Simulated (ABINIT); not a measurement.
The system is GaSb.

```
Sb Ga
1.0
     0.00000    3.05900    3.05900
     3.05900    0.00000    3.05900
     3.05900    3.05900    0.00000
Sb Ga
1 1
Direct
  0.75000 0.75000 0.75000
  0.00000 0.00000 0.00000
```

Base run:

```yaml
Program: ABINIT 10.8.3 (patched build)
Functional: PBEsol
Potentials_or_basis: JTH PAW PBE v2.0 sp
Cutoff: 408 eV
k_mesh: 6 × 6 × 6
Occupations: fermi-dirac, width 0.05 eV
Spin: no spin polarisation
```

Its results: band gap on the k mesh none (metal or under the smearing width); pressure 0.1 GPa.

Question: The run is repeated on the same cell with these changes: potentials or basis from JTH PAW PBE v2.0 sp to PseudoDojo NC SR PBEsol v0.4.1 standard; cutoff from 408 eV to 980 eV; valence electrons from 18 to 28. What comes out?

Answer: Band gap on the k mesh none (metal or under the smearing width); pressure -1.5 GPa.

Caveats: this crystal is a semiconductor, whose small gap the functional closes, so the metal is an error of the method; the cutoff is short for stress, so the pressure is rough (some runs); the PAW data sets were made with another functional, which shifts forces and pressure a little (some runs); this set keeps more shells in the core, which shifts pressures and gaps (some runs).
